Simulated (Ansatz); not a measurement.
# GaP: the cost of one run

Method: DFT PBEsol, scalar-relativistic, plane waves, PAW, in Ansatz 0.2.0.

That is the level of the relaxation; later steps name their own.

1 further run of the same task is left out (set aside as unsound or not needed).

**1. Starting point**

Symmetry: F-43m, No. 216, cubic system. The conventional cell has a = 5.438 Å, b = 5.438 Å, c = 5.438 Å, α = 90.00°, β = 90.00°, γ = 90.00°. Ga (site symmetry -43m) is surrounded by 4 P at 2.35 Å. P (site symmetry -43m) has 4 Ga at 2.35 Å as nearest neighbours.

As a file:

```xyz
2
Lattice="0.0000 2.7192 2.7192 2.7192 0.0000 2.7192 2.7192 2.7192 0.0000" Properties=species:S:1:pos:R:3 pbc="T T T"
Ga    0.0000    0.0000    0.0000
P     1.3596    1.3596    1.3596
```

It is the result of an earlier relaxation at this level (volume 20.11 Å³/atom; gap on the mesh: 1.50 eV).

**2. Band edges over the whole zone**

input.yaml

```yaml
crystal:
  lattice:
    - [0.0, 2.7192251022, 2.7192251022]
    - [2.7192251022, 0.0, 2.7192251022]
    - [2.7192251022, 2.7192251022, 0.0]
  atoms:
    - { symbol: Ga, position: [0.0, 0.0, 0.0] }
    - { symbol: P, position: [0.25, 0.25, 0.25] }
basis:
  ecutwfc: 420
kpoints:
  mp_grid: { grid: [8, 8, 8] }
  band_path: { path: [VBM, CBM], npoints: 2 }
hamiltonian:
  xc: pbesol
scf:
  occupations: { method: gaussian, width: 0.02 }
output:
  forces: true
  stress: true
  eigenvalues: true
```

The run is started by

```bash
$ ansatz run input.yaml --threads 2 --pin off --max-ram 5120MiB --backend cpu --events-out ev --progress --plain --runs-dir out
```

What time and memory should one allow on 2 threads of Intel Xeon Platinum 8488C (Sapphire Rapids), shared host?

About 2.1 s, with a peak of 0.37 GiB.
